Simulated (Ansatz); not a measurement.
Space group I4/mmm (No. 139). a = 4.431 Å, b = 4.431 Å, c = 4.412 Å, α = 90.00°, β = 90.00°, γ = 90.00°
| atom | site | symmetry | x | y | z |
| --- | --- | --- | --- | --- | --- |
| Ca | 2b | 4/mmm | 0.0000 | 0.0000 | 0.5000 |

Equation of state of this Ca structure (not necessarily the ground state), with shape and atoms relaxed at each volume where symmetry leaves them free. It has no gap at any of these volumes. Computed with DFT r2SCAN, scalar-relativistic, plane waves, PAW (Ansatz 0.2.0).

Plane waves to 500 eV, a k mesh through Γ of 14×14×14 on the computed 1-atom cell and Gaussian smearing (0.10 eV); no spin polarisation.

```
V (Å³/atom) E − E(largest V) (meV/atom) P (GPa)
     40.714                         1.52     1.19
     42.014                        -5.60     0.56
     43.313                        -7.90     0.00
     44.612                        -5.87    -0.50
     45.912                         0.00    -0.94
```

Question: Fit a third-order Birch–Murnaghan equation to E(V).

Answer: V0 = 43.33 Å³/atom, B0 = 18 GPa, B0' = 2.7.

This bcc form isn't the element's structure at ambient conditions.